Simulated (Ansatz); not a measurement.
## HgTe: the change of pressure and energy less free atoms with volume per atom

Results calculated with Ansatz 0.2.0, not measured. Periodic Kohn-Sham DFT of a crystal at fixed atoms; pressure and stress are positive in compression; the energy is the free energy less that of spherical unpolarised free atoms; site moments are those in the method's own spheres, positive along +z.

Cell of the first row (space group F-43m, No. 216):
```
CELL_PARAMETERS angstrom
0.00000 3.15830 3.15830
3.15830 0.00000 3.15830
3.15830 3.15830 0.00000
ATOMIC_POSITIONS crystal
Hg 0.00000 0.00000 0.00000
Te 0.75000 0.75000 0.75000
```

Settings of every row: method all-electron LAPW; functional PBE; relativity scalar; k mesh 9x9x9; filling fermi-dirac; smearing width 0.05 eV; basis error target 0.5 meV/atom; nucleus gaussian.

Atom start moment: 0 on all atoms.

Limits: no spin-orbit coupling on heavy atoms.

| row | volume per atom (Å³) | pressure (GPa) | energy less free atoms (eV/atom) |
| --- | --- | --- | --- |
| 1 | 31.502 | 7.906 | -1.7138 |
| 2 | 32.49 | 5.844 | -1.756 |
| 3 | 33.495 | ? | ? |
| 4 | 34.5 | 2.58 | -1.8077 |
| 5 | 35.505 | 1.319 | -1.8198 |

Question: what pressure and energy less free atoms should row 3 give?

Worked fit of pressure. Take u = (V_r/V)^(2/3) − 1 with V_r = 33.495 Å³ an atom, which is twice the finite (Eulerian) strain; such expansions in the strain, on which the Birch-Murnaghan equation of state is built, carry the rest volume and the bulk modulus. The shown rows have u = 0.04174, 0.02052, -0.01952, -0.03811. Least squares give pressure = 4.0725 + 81.535 × u + 245.56 × u² GPa; a straight line predicts inner rows, each left out in turn, worse (root mean square 0.23 against 0.013 GPa). The rows lie off it by 0.002, -0.005, 0.005, -0.003 (root mean square 0.004 GPa). The withheld row has u = 0, so the fit gives 4.0725 + 81.535 × (0) + 245.56 × (0)² = 4.072 GPa.

The calculation gave 4.074 GPa. The fit lies 0.002 GPa (0.03 % of the column's range) below it; its largest miss of a shown row is 0.005 GPa.

Worked fit of energy less free atoms. Take u = (V_r/V)^(2/3) − 1 with V_r = 33.495 Å³ an atom, which is twice the finite (Eulerian) strain; such expansions in the strain, on which the Birch-Murnaghan equation of state is built, carry the rest volume and the bulk modulus. The shown rows have u = 0.04174, 0.02052, -0.01952, -0.03811. Least squares give energy less free atoms = −1.78698 + 1.2855 × u + 11.176 × u² eV/atom; a straight line predicts inner rows, each left out in turn, worse (root mean square 0.01 against 0.00028 eV/atom). The rows lie off it by 0.0001, -0.0001, 0.0001, -0.0001. The withheld row has u = 0, so the fit gives −1.78698 + 1.2855 × (0) + 11.176 × (0)² = -1.7870 eV/atom.

The calculation gave -1.787 eV/atom. The fit meets it to the printed digit.
